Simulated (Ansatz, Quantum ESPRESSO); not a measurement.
# BaS(001): dielectric constant from slabs in a field, part 4 of 6

Aim: the dielectric constant along the normal from slabs of two thicknesses in a field, starting with BaS(001), 5 layers.

Quantum ESPRESSO 7.5; plane-wave DFT, LDA, GBRV ultrasoft pseudopotentials; geometry by Ansatz 0.2.0 with PAW datasets.

So far. Step 7 (Clamped-ion dielectric constant from the field inside …): ε = 0.0999 / 0.0203 = 4.93. Step 8 (Relaxing the ions, 5 layers: ions relaxed in a field of …): The SCF cycles converged, but the relaxation stalled before the forces met their threshold.

## (9) Relaxation with pw.x, 5 layers: ions relaxed in a field of 0.1 V/Å

Then it is relaxed in the field: cations and anions move against each other.

Contents of n5.r1.in:

```
&control
  prefix = 'n5.r1'
  outdir = './out'
  pseudo_dir = './pseudo'
  nstep = 30
  forc_conv_thr = 5e-05
  calculation = 'relax'
  tefield = .true.
  dipfield = .true.
  etot_conv_thr = 1e-07
/
&system
  ibrav = 0
  nat = 10
  ntyp = 2
  ecutwfc = 40
  ecutrho = 200
  occupations = 'fixed'
  edir = 3
  emaxpos = 0.97
  eopreg = 0.04
  eamp = 0.00194469
/
&electrons
  conv_thr = 1e-10
  mixing_beta = 0.5
  electron_maxstep = 120
/
&ions
/
ATOMIC_SPECIES
  Ba  137.3270  ba_lda_v1.uspp.F.UPF
  S   32.0600  s_lda_v1.4.uspp.F.UPF
CELL_PARAMETERS angstrom
  4.56083873870000 0.00000000000000 0.00000000000000
  0.00000000000000 4.56083873870000 0.00000000000000
  0.00000000000000 0.00000000000000 28.90000000000000
ATOMIC_POSITIONS crystal
  Ba  -0.000000000000 0.000000000000 0.280164965952
  S   0.500000000000 0.500000000000 0.279807064670
  Ba  0.500000000000 0.500000000000 0.388672194954
  S   -0.000000000000 0.000000000000 0.388408352514
  Ba  0.000000000000 0.000000000000 0.499999995996
  S   0.500000000000 0.500000000000 0.500000002911
  Ba  0.500000000000 0.500000000000 0.611327799255
  S   0.000000000000 0.000000000000 0.611591653419
  Ba  0.000000000000 0.000000000000 0.719835029236
  S   0.500000000000 0.500000000000 0.720192941093
K_POINTS automatic
  4 4 1 0 0 0
```

Launch:

```bash
OMP_NUM_THREADS=1 mpirun -n 8 pw.x -nk 1 -in n5.r1.in > n5.r1.out
```

Numbers of over 12 decimals in the logs are rounded to 6 here.

The program printed:

```text
[banner, memory and clock lines left out]
Program PWSCF v.7.5 starts
[citation notice left out]

[...]
bravais-lattice index     =            0
     lattice parameter (alat)  =       8.6187  a.u.
     unit-cell volume          =    4056.8026 (a.u.)^3
     number of atoms/cell      =           10
     number of atomic types    =            2
     number of electrons       =        80.00
     number of Kohn-Sham states=           40
     kinetic-energy cutoff     =      40.0000  Ry
     charge density cutoff     =     200.0000  Ry
     scf convergence threshold =      1.0E-10
     mixing beta               =       0.5000
     number of iterations used =            8  plain     mixing
     energy convergence thresh.=      1.0E-07
     force convergence thresh. =      5.0E-05
     Exchange-correlation=  SLA  PZ   NOGX NOGC
                           (   1   1   0   0   0   0   0)
     nstep                     =           30

[...]
PseudoPot. # 1 for Ba read from file:
     ./pseudo/ba_lda_v1.uspp.F.UPF
     Pseudo is Ultrasoft + core correction, Zval = 10.0
     Generated by new atomic code, or converted to UPF format
     Using radial grid of  907 points,  7 beta functions with:
                l(1) =   0
                l(2) =   0
                l(3) =   1
                l(4) =   1
                l(5) =   2
                l(6) =   2
                l(7) =   3
     Q(r) pseudized with  6 coefficients,  rinner =    1.700   1.700   1.700
                                                       1.700   1.700   1.700
                                                       1.700

     PseudoPot. # 2 for S  read from file:
     ./pseudo/s_lda_v1.4.uspp.F.UPF
     Pseudo is Ultrasoft + core correction, Zval =  6.0
     Generated by new atomic code, or converted to UPF format
     Using radial grid of  907 points,  6 beta functions with:
                l(1) =   0
                l(2) =   0
                l(3) =   1
                l(4) =   1
                l(5) =   2
                l(6) =   2
     Q(r) pseudized with  8 coefficients,  rinner =    1.300   1.300   1.300
                                                       1.300   1.300

     atomic species   valence    mass     pseudopotential
     Ba               10.00   137.32700     Ba( 1.00)
     S                 6.00    32.06000     S ( 1.00)

     No symmetry found

[...]
number of k points=    10
[...]
Dense  grid:   193957 G-vectors     FFT dimensions: (  40,  40, 250)

     Smooth grid:   138903 G-vectors     FFT dimensions: (  36,  36, 225)

     Initial potential from superposition of free atoms

     starting charge      79.9363, renormalised to      80.0000

     negative rho (up, down):  4.941E-01 0.000E+00

     Adding external electric field

     Computed dipole along edir(3) :
        Dipole               -0.0000 Ry au,         -0.0000 Debye
        Dipole field         -0.0000 Ry au,

        E field amplitude [Ha a.u.]:  1.9447E-03
        Potential amp.        0.2039 Ry
        Total length         52.4286 bohr

     Starting wfcs are   85 randomized atomic wfcs

     per-process dynamical memory:    48.2 Mb

     Self-consistent Calculation

     iteration #  1     ecut=    40.00 Ry     beta= 0.50
     Davidson diagonalization with overlap
     ethr =  1.00E-02,  avg # of iterations =  1.0

     negative rho (up, down):  4.792E-01 0.000E+00

     Adding external electric field

     Computed dipole along edir(3) :
        Dipole                0.4562 Ry au,          1.1596 Debye
        Dipole field          0.0014 Ry au,

        E field amplitude [Ha a.u.]:  1.9447E-03
        Potential amp.        0.0557 Ry
        Total length         52.4286 bohr

     total energy              =    -473.40668908 Ry
     estimated scf accuracy    <       0.87253342 Ry

     iteration #  2     ecut=    40.00 Ry     beta= 0.50
[...]
negative rho (up, down):  4.719E-01 0.000E+00

[...]
Dipole                0.1944 Ry au,          0.4942 Debye
[...]
E field amplitude [Ha a.u.]:  1.9447E-03
[...]
total energy              =    -473.65881423 Ry
     estimated scf accuracy    <       0.10677401 Ry

     iteration #  3     ecut=    40.00 Ry     beta= 0.50
[...]
negative rho (up, down):  4.649E-01 0.000E+00

[...]
Dipole                0.4255 Ry au,          1.0814 Debye
[...]
E field amplitude [Ha a.u.]:  1.9447E-03
[...]
total energy              =    -473.66800544 Ry
     estimated scf accuracy    <       0.02073217 Ry

     iteration #  4     ecut=    40.00 Ry     beta= 0.50
[...]
negative rho (up, down):  4.594E-01 0.000E+00

[...]
Dipole                0.2323 Ry au,          0.5904 Debye
[...]
E field amplitude [Ha a.u.]:  1.9447E-03
[...]
total energy              =    -473.67458101 Ry
     estimated scf accuracy    <       0.00761619 Ry

     iteration #  5     ecut=    40.00 Ry     beta= 0.50
[...]
negative rho (up, down):  4.586E-01 0.000E+00

[...]
Dipole                0.2786 Ry au,          0.7081 Debye
[...]
E field amplitude [Ha a.u.]:  1.9447E-03
[...]
total energy              =    -473.67469724 Ry
     estimated scf accuracy    <       0.00271940 Ry

     iteration #  6     ecut=    40.00 Ry     beta= 0.50
[...]
negative rho (up, down):  4.578E-01 0.000E+00

[...]
Dipole                0.3078 Ry au,          0.7824 Debye
[...]
E field amplitude [Ha a.u.]:  1.9447E-03
[...]
total energy              =    -473.67452485 Ry
     estimated scf accuracy    <       0.00061502 Ry

[...]
iteration # 14     ecut=    40.00 Ry     beta= 0.50
[...]
negative rho (up, down):  4.574E-01 0.000E+00

[...]
negative rho (up, down):  4.574E-01 0.000E+00

[...]
Dipole                0.2889 Ry au,          0.7342 Debye
[...]
E field amplitude [Ha a.u.]:  1.9447E-03
[...]
End of self-consistent calculation

          k = 0.0000 0.0000 0.0000 ( 17429 PWs)   bands (ev):

   -25.5094 -25.2759 -25.1609 -25.0796 -24.9490 -10.9527 -10.7567 -10.6503
   -10.5627 -10.5627 -10.5295 -10.3337 -10.3337 -10.3048 -10.3048 -10.2462
   -10.1945 -10.1945 -10.0699 -10.0699  -9.1733  -9.1059  -8.8788  -8.8155
    -8.5912  -0.1755  -0.0756   0.2974   0.5430   0.7046   0.7046   0.7939
     0.7939   0.8612   0.8612   0.8916   0.9747   0.9747   1.2115   1.2115

          k = 0.0000 0.2500 0.0000 ( 17329 PWs)   bands (ev):

   -25.5027 -25.2691 -25.1527 -25.0741 -24.9429 -11.0727 -10.9997 -10.8921
   -10.8433 -10.7129 -10.6173 -10.5350 -10.4232 -10.3025 -10.2992 -10.2691
   -10.1945 -10.1795 -10.1269 -10.0540  -8.7083  -8.6912  -8.5048  -8.4797
    -8.2652  -0.4129  -0.3846  -0.0870  -0.0015   0.1257   0.2069   0.2451
     0.2532   0.3312   0.3827   0.4538   0.4764   0.5533   0.7164   0.8247

[...]
highest occupied level (ev):     1.2115

!    total energy              =    -473.67492871 Ry
     estimated scf accuracy    <          5.0E-11 Ry

     The total energy is the sum of the following terms:
     one-electron contribution =   -2082.70701249 Ry
     hartree contribution      =    1060.08660462 Ry
     xc contribution           =    -180.78842964 Ry
     ewald contribution        =     729.73477382 Ry
     electric field correction =      -0.00086502 Ry

     convergence has been achieved in  17 iterations

     negative rho (up, down):  4.574E-01 0.000E+00

     Forces acting on atoms (cartesian axes, Ry/au):

     atom    1 type  1   force =    -0.00000003   -0.00000001    0.01011286
     atom    2 type  2   force =     0.00000001   -0.00000000    0.00535905
     atom    3 type  1   force =     0.00000000   -0.00000001    0.00172001
     atom    4 type  2   force =     0.00000000    0.00000001   -0.00251147
     atom    5 type  1   force =    -0.00000001   -0.00000000    0.00205705
     atom    6 type  2   force =     0.00000001    0.00000000   -0.00204400
     atom    7 type  1   force =     0.00000001   -0.00000000    0.00223661
     atom    8 type  2   force =    -0.00000000    0.00000000   -0.00150644
     atom    9 type  1   force =     0.00000001   -0.00000000   -0.00608810
     atom   10 type  2   force =     0.00000000    0.00000001   -0.00933557

     Total force =     0.016738     Total SCF correction =     0.000008

     BFGS Geometry Optimization
     Energy error            =      2.8E-04 Ry
     Gradient error          =      1.0E-02 Ry/Bohr

     number of scf cycles    =   1
     number of bfgs steps    =   0

     energy             new  =    -473.6749287095 Ry

     new trust radius        =       0.0101128649 bohr
     new conv_thr            =            1.0E-10 Ry

ATOMIC_POSITIONS (crystal)
Ba              -0.0000000030       -0.0000000010        0.2803501389
S                0.5000000010        0.4999999995        0.2799051923
Ba               0.5000000005        0.4999999994        0.3887036894
S                0.0000000002        0.0000000015        0.3883623659
Ba              -0.0000000012       -0.0000000003        0.5000376619
S                0.5000000008        0.5000000002        0.4999625760
Ba               0.5000000009        0.4999999997        0.6113687529
S               -0.0000000006        0.0000000004        0.6115640695
Ba               0.0000000012       -0.0000000002        0.7197235523
S                0.5000000002        0.5000000008        0.7200220010

[...]
NEW-OLD atomic charge density approx. for the potential

     negative rho (up, down):  4.574E-01 0.000E+00

     Adding external electric field

     Computed dipole along edir(3) :
        Dipole                0.2890 Ry au,          0.7345 Debye
        Dipole field          0.0009 Ry au,

        E field amplitude [Ha a.u.]:  1.9447E-03
        Potential amp.        0.1100 Ry
        Total length         52.4286 bohr

     per-process dynamical memory:    57.5 Mb

[...]
!    total energy              =    -473.67519873 Ry
[...]
Total force =     0.015714     Total SCF correction =     0.000023
[...]
number of bfgs steps    =   1
[...]
energy             new  =    -473.6751987335 Ry
[...]
WARNING: bfgs curvature condition failed, Theta= 0.854
     new trust radius        =       0.0111241514 bohr
[...]
!    total energy              =    -473.67548556 Ry
[...]
Total force =     0.014717     Total SCF correction =     0.000010
[...]
number of bfgs steps    =   2
[...]
energy             new  =    -473.6754855607 Ry
[...]
new trust radius        =       0.0166862270 bohr
[...]
!    total energy              =    -473.67588093 Ry
[...]
Total force =     0.013445     Total SCF correction =     0.000034
[...]
number of bfgs steps    =   3
[...]
energy             new  =    -473.6758809323 Ry
[...]
new trust radius        =       0.0250293406 bohr
[...]
!    total energy              =    -473.67641283 Ry
[...]
Total force =     0.011990     Total SCF correction =     0.000014
[...]
number of bfgs steps    =   4
[...]
energy             new  =    -473.6764128325 Ry
[...]
new trust radius        =       0.0375440108 bohr
[...]
!    total energy              =    -473.67708203 Ry
[...]
Total force =     0.010940     Total SCF correction =     0.000032
[...]
number of bfgs steps    =   5
[...]
energy             new  =    -473.6770820289 Ry
[...]
new trust radius        =       0.0563160163 bohr
[...]
new trust radius        =       0.0037584779 bohr
[...]
!    total energy              =    -473.68050536 Ry
[...]
Total force =     0.001433     Total SCF correction =     0.000002
[...]
number of bfgs steps    =  17
[...]
energy             new  =    -473.6805053562 Ry
[...]
new trust radius        =       0.0041396270 bohr
[...]
Self-consistent Calculation

     iteration #  1     ecut=    40.00 Ry     beta= 0.50
     Davidson diagonalization with overlap
     ethr =  1.00E-06,  avg # of iterations =  2.0

     Threshold (ethr) on eigenvalues was too large:
     Diagonalizing with lowered threshold

     Davidson diagonalization with overlap
     ethr =  7.68E-09,  avg # of iterations =  5.6

     negative rho (up, down):  4.558E-01 0.000E+00

     Adding external electric field

     Computed dipole along edir(3) :
        Dipole                0.3315 Ry au,          0.8426 Debye
        Dipole field          0.0010 Ry au,

        E field amplitude [Ha a.u.]:  1.9447E-03
        Potential amp.        0.0962 Ry
        Total length         52.4286 bohr

     total energy              =    -473.68050943 Ry
     estimated scf accuracy    <       0.00000164 Ry

[...]
iteration #  6     ecut=    40.00 Ry     beta= 0.50
[...]
negative rho (up, down):  4.558E-01 0.000E+00

[...]
Dipole                0.3339 Ry au,          0.8486 D
```

It took 12 min on 8 MPI ranks of Arm Neoverse V2, shared host; peak memory 1.7 GiB; 1.6 h of CPU time.

This step gave:

- free energy: -6444.7517 eV
- dipole along the normal: 0.1738 e·Å
- valence top, on the run's zero: 1.096 eV

## (10) Potential by pp.x, 5 layers

Contents of n5.r1.pot.in:

```
&inputpp
  prefix = 'n5.r1'
  outdir = './out'
  filplot = 'n5.r1.pot.dat'
  plot_num = 11
/
```

Launch:

```bash
OMP_NUM_THREADS=1 mpirun -n 8 pp.x -in n5.r1.pot.in > n5.r1.pot.out
```

Wall time 1.1 s (8 MPI ranks); peak memory 0.18 GiB.

Numbers from this step:

* upper vacuum line continued to the top atoms, over the valence top: 4.361 eV
* slope of the potential below: 0.09982 eV/Å
* lower vacuum line continued to the bottom atoms, over the valence top: 4.636 eV

The slope in the vacuum is 0.100 eV/Å for an applied 0.10 V/Å, as it should be.

## (11) Relaxation with Ansatz, 9 layers

Level of this step: plane-wave DFT, PBE, Ansatz PAW (Ansatz 0.2.0).

System of this step: BaS(001), 9 layers. The cell holds 18 atoms: 9 Ba and 9 S. Its edges and angles: a = 4.561 Å, b = 4.561 Å, c = 41.800 Å, α = 90.0°, β = 90.0°, γ = 90.0°. It derives from BaS. Vacuum lies along c.

Contents of input.yaml:

```yaml
crystal:
  lattice:
    - [4.5608387387, 0.0, 0.0]
    - [0.0, 4.5608387387, 0.0]
    - [0.0, 0.0, 41.8]
  atoms:
    - { symbol: Ba, position: [0.0, 0.0, 0.1913875598] }
    - { symbol: S, position: [0.5, 0.5, 0.1913875598] }
    - { symbol: Ba, position: [0.5, 0.5, 0.2685406699] }
    - { symbol: S, position: [0.0, 0.0, 0.2685406699] }
    - { symbol: Ba, position: [0.0, 0.0, 0.3456937799] }
    - { symbol: S, position: [0.5, 0.5, 0.3456937799] }
    - { symbol: Ba, position: [0.5, 0.5, 0.42284689] }
    - { symbol: S, position: [0.0, 0.0, 0.42284689] }
    - { symbol: Ba, position: [0.0, 0.0, 0.5] }
    - { symbol: S, position: [0.5, 0.5, 0.5] }
    - { symbol: Ba, position: [0.5, 0.5, 0.57715311] }
    - { symbol: S, position: [0.0, 0.0, 0.57715311] }
    - { symbol: Ba, position: [0.0, 0.0, 0.6543062201] }
    - { symbol: S, position: [0.5, 0.5, 0.6543062201] }
    - { symbol: Ba, position: [0.5, 0.5, 0.7314593301] }
    - { symbol: S, position: [0.0, 0.0, 0.7314593301] }
    - { symbol: Ba, position: [0.0, 0.0, 0.8086124402] }
    - { symbol: S, position: [0.5, 0.5, 0.8086124402] }
kpoints:
  mp_grid: { grid: [4, 4, 1] }
hamiltonian:
  xc: pbe
scf:
  occupations: { method: fixed }
  convergence: { dr2_threshold: 1.0e-09 }
efield:
  axis: 3
  dipole_correction: true
  ramp_position: 0.97
  ramp_width: 0.04
relax:
  f_tol: 0.003
output:
  write_potential: true
  write_density: true
  volumetric_format: npy
```

Launch:

```bash
ansatz run input.yaml --threads 8 --pin off --max-ram 16384MiB --backend cpu --events-out ev --progress --plain --runs-dir out
```

The program printed:

```text
[...]
Crystal: 18 atoms, lattice volume = 869.492 Å³
Basis set: ecut = 420 eV, 16987 PW (Γ), exchange–correlation on 64×64×576 points (8 copies of the dense FFT grid, shifted against one another)
Bands: 90, of which v1, the nominal top of the filled ones, is band 72 counted from 1 (71 counted from 0)
Symmetry: 8 space group operations
k-points: 6 of 16
[...]
- { symbol: S, position: [0.5, 0.5, 0.500000] }
    - { symbol: Ba, position: [0.5, 0.5, 0.576780] }
    - { symbol: S, position: [0, 0.0, 0.576833] }
    - { symbol: Ba, position: [0, 0.0, 0.653580] }
    - { symbol: S, position: [0.5, 0.5, 0.653433] }
    - { symbol: Ba, position: [0.5, 0.5, 0.730539] }
    - { symbol: S, position: [0, 0.0, 0.730781] }
    - { symbol: Ba, position: [0, 0.0, 0.805583] }
    - { symbol: S, position: [0.5, 0.5, 0.805798] }
[key lines of the parts left out:]
SCF converged after 5 iterations
Free energy (F): -61701.947820 eV
Fermi energy:    2.649165 eV
Dipole field:    D = 0.000001 V/Å  (p = 0.000003 e·Å, saw-weighted, corrected)
Work function:   Φ+ = 4.2507 eV   Φ− = 4.2507 eV
```

The job ended after 26 s (8 threads; peak memory 2.3 GiB; 3.3 min of CPU time).

Relaxation path:

```csv
step,energy less that of the first step (eV),largest force component (eV/Å)
1,0.0000,0.1972
2,-0.0238,0.1022
3,-0.0284,0.0142
4,-0.0284,0.0032
5,-0.0284,0.0001
```

Forces are held to the 8 operations that the run works with; a distortion that breaks them can't arise in this run.

The atoms that moved most (Å):

```csv
atom,dx,dy,dz,length
Ba17,0.000,0.000,-0.127,0.127
Ba1,0.000,0.000,0.127,0.127
S2,0.000,0.000,0.118,0.118
S18,0.000,0.000,-0.118,0.118
Ba15,0.000,0.000,-0.038,0.038
Ba3,0.000,0.000,0.038,0.038
S6,0.000,0.000,0.036,0.036
S14,0.000,0.000,-0.036,0.036
```

The relaxation lowers the energy by 2 meV an atom.

Numbers from this step:

| Property | Result |
| --- | --- |
| free energy | -61701.9478 eV |
| gap by band count | 2.086 eV |
| dipole along the normal | 3.37e-6 e·Å |
| valence top, on the run's zero | 2.649 eV |
| vacuum level at the upper face over the valence top of the mesh | 4.251 eV |
| vacuum level at the lower face over the valence top of the mesh | 4.251 eV |

(Continued in part 5 of 6.)

[Logs are printed without paths, hosts, clocks, repeated set-up lines and the standing remarks that a program may print on its own settings, such as how far it seeks lower states.]

[Hosts, paths, dates, database ids (printed as entryN), source tags and the programs' standing remarks are cut or masked in the printed files.]

[Maps of the electrostatic potential energy from Ansatz leave out the sawtooth potential of an applied field or a dipole correction, so their vacuum need not be flat; planar profiles and work functions include it.]
